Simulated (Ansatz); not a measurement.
Crystal: Nb.

```
CELL_PARAMETERS angstrom
-1.66395 1.66395 1.66395
1.66395 -1.66395 1.66395
1.66395 1.66395 -1.66395
ATOMIC_POSITIONS crystal
Nb 0.00000 0.00000 0.00000
```

```yaml
Program: Ansatz 0.2.0
Task: relaxation of cell and atoms
Functional: PBEsol
Potentials_or_basis: Ansatz PAW
Cutoff: "420 eV (not typed: the program's choice for these potentials)"
k_mesh: 11 × 11 × 11
Occupations: fermi-dirac, width 0.05 eV
Spin: no spin polarisation
```

At the start: volume 18.43 Å³/atom.

Q: How do energy, volume and symmetry change on relaxing?

A: It ends after 4 steps and the volume is 17.59 Å³/atom (-4.6 %); space group Im-3m (No. 229, to 0.05 Å).

Step by step:
| step | energy change (eV) | largest force (eV/Å) | volume (Å³) |
| --- | --- | --- | --- |
| 1 | 0.0000 | 0.0000 | 18.43 |
| 2 | -0.0209 | 0.0000 | 17.67 |
| 3 | -0.0211 | 0.0000 | 17.59 |
| 4 | -0.0210 | 0.0000 | 17.59 |

Final structure:
```yaml
crystal:
  lattice:
    - [-1.63824, 1.63824, 1.63824]
    - [1.63824, -1.63824, 1.63824]
    - [1.63824, 1.63824, -1.63824]
  atoms:
    - { symbol: Nb, position: [0.00000, 0.00000, 0.00000] }
```

Caveat: the plane-wave basis is chosen anew once the cell has moved, so the energies of steps on either side of that aren't comparable; the PAW data sets come from PBE, with cores solved anew for the run's functional, which leaves a small shift of forces and pressure.
